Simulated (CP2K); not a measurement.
Runs of CP2K 2026.2 on GaP. The structure is cubic, space group F-43m (No. 216). The conventional cell has a = 5.451 Å, b = 5.451 Å, c = 5.451 Å, α = 90.00°, β = 90.00°, γ = 90.00°. Around Ga (site symmetry -43m) lie 4 P at 2.36 Å. Around P (site symmetry -43m) lie 4 Ga at 2.36 Å. 

```tsv
task	level	potentials or basis	spin	smearing	EPS_DEFAULT	NGRIDS	points a segment of the path (NPOINTS)	bands added on the path	soc after scf	gap on the mesh (eV)	pressure (GPa)
band structure	PBE	GTH_SOC_POTENTIALS Ga GTH-PBE-q13, P GTH-PBE-q5; TZVP-MOLOPT-PBE-GTH basis	SOC, no magnetisation	fermi-dirac 0.01 eV	1.0E-10	5	10	4	yes	-	2.9
band structure	PBE	POTENTIAL_UZH Ga GTH-PBE-q13, P GTH-PBE-q5; TZVP-MOLOPT-PBE-GTH basis	off	fermi-dirac 0.0259 eV	1.0E-9	5	6	4	-	(b)	2.9
band structure	r2SCAN	POTENTIAL_UZH Ga GTH-SCAN-q13, P GTH-SCAN-q5; TZVP-MOLOPT-SCAN-GTH basis	off	fermi-dirac 0.1 eV	1.0E-9	4	6	2	-	(a)	-0.1
band structure	PBEsol	POTENTIAL_UZH Ga GTH-PBE-q13, P GTH-PBE-q5; TZVP-MOLOPT-PBE-GTH basis	off	fermi-dirac 0.1 eV	1.0E-10	5	8	6	-	1.51	(c)
band structure	LDA	GTH_POTENTIALS Ga GTH-PADE-q13, P GTH-PADE-q5; TZVP-MOLOPT-PBE-GTH basis	off	fermi-dirac 0.0259 eV	1.0E-9	4	10	6	-	1.49	-2.5
band structure	TB-mBJ	POTENTIAL_UZH Ga GTH-PBE-q13, P GTH-PBE-q5; TZVP-MOLOPT-PBE-GTH basis	off	fermi-dirac 0.0259 eV	1.0E-9	5	6	4	-	1.79	-
```

Alike in all rows: cell as given; k mesh 8 × 8 × 8.

Problem. Estimate the missing entries.

Solution. (a) 1.94; (b) 1.66; (c) 0.3.

Caveats: the basis of atomic orbitals isn't converged, which shifts pressures, moduli and gaps; the potentials were made for another functional, which shifts forces and pressure (some runs); this is a model potential without an energy functional, so only levels have meaning (some runs).

A k mesh can miss the band edges, and rows without SOC leave out spin-orbit coupling on Ga.
